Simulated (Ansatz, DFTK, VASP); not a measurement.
## Y: programs and potentials compared

```
CELL_PARAMETERS angstrom
3.64740 0.00000 0.00000
-1.82370 3.15874 0.00000
0.00000 0.00000 5.73060
ATOMIC_POSITIONS crystal
Y 0.66667 0.33333 0.75000
Y 0.33333 0.66667 0.25000
```

Alike in all runs: task band structure; functional PBEsol; k mesh 8 × 8 × 5; occupations fermi-dirac, width 0.05 eV; no spin polarisation; no spin-orbit coupling. Pressure is positive in compression and, in plane waves, holds the error of the finite cutoff, which Ansatz's Pulay term estimates and takes out.

```json
{"program and potentials": "Ansatz, all-electron LAPW, scalar-relativistic", "plane-wave cutoff (eV)": "-", "notes": "-", "pressure (GPa)": "-2.03"}
{"program and potentials": "VASP, PBE PAW files Y_sv, 520 eV", "plane-wave cutoff (eV)": "520", "notes": "potentials made for PBE", "pressure (GPa)": "-2.14"}
{"program and potentials": "DFTK, SPMS 1.0 (PBE)", "plane-wave cutoff (eV)": "816", "notes": "potentials made for PBE", "pressure (GPa)": "-1.97"}
{"program and potentials": "Ansatz, PAW datasets made for the crystal", "plane-wave cutoff (eV)": "200", "notes": "-", "pressure (GPa)": "-2.03"}
```

The pressure spans -2.14 (VASP, PBE PAW files Y_sv, 520 eV) to -1.97 GPa (DFTK, SPMS 1.0 (PBE)), with all-electron results at -2.03.

Differences between rows come from potentials, basis sets and numerical settings, since the functional is the same but for its coding. Runs on potential files found faulty are left out.
